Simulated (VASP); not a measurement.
Runs of VASP 6.6.1 on KI. Symmetry: Fm-3m, No. 225, cubic system. The conventional cell has a = 7.016 Å, b = 7.016 Å, c = 7.016 Å, α = 90.00°, β = 90.00°, γ = 90.00°. Around K (site symmetry m-3m) lie 6 I at 3.51 Å. I (site symmetry m-3m) is surrounded by 6 K at 3.51 Å. 

```csv
task,level,potentials or basis,spin,cell,k mesh,cutoff (eV),gap on the mesh (eV),pressure (GPa)
band structure,PBE,"VASP PAW PBE potentials, release 64 (K_sv, I)","SOC, no magnetisation",as given,6 × 6 × 6,520,-,0.9
optical spectrum,PBE,"VASP PAW PBE potentials, release 64 (K_sv, I)",off,as given,8 × 8 × 8,520,4.01,0.9
band structure,PBE,"VASP PAW PBE potentials, release 64 (K_sv, I)",off,as given,8 × 8 × 8,520,4.01,0.9
relaxation of cell and atoms,PBEsol,"VASP PAW PBE potentials, release 64 (K_sv, I)",off,relaxed,8 × 8 × 8,600,3.86,0.0
band structure,LDA,"VASP PAW LDA potentials, release 64 (K_sv, I)",off,as given,8 × 8 × 8,520,(a),-1.1
band structure,r2SCAN,"VASP PAW PBE potentials, release 64 (K_sv, I)",off,as given,8 × 8 × 8,520,4.66,(b)
```

Alike in all rows: smearing gaussian 0.03 eV.

Estimate the missing entries.

(a) 3.66; (b) 0.4.

Caveats: spin-orbit coupling is left out, which moves the levels of the heavy elements (some runs); the PAW data sets were made with another functional, which shifts forces and pressure a little (some runs); independent-particle spectra lack excitons (some runs); the relaxation stopped at its first step, so nothing moved (some runs).

A k mesh can miss the band edges, and rows without SOC leave out spin-orbit coupling on I.
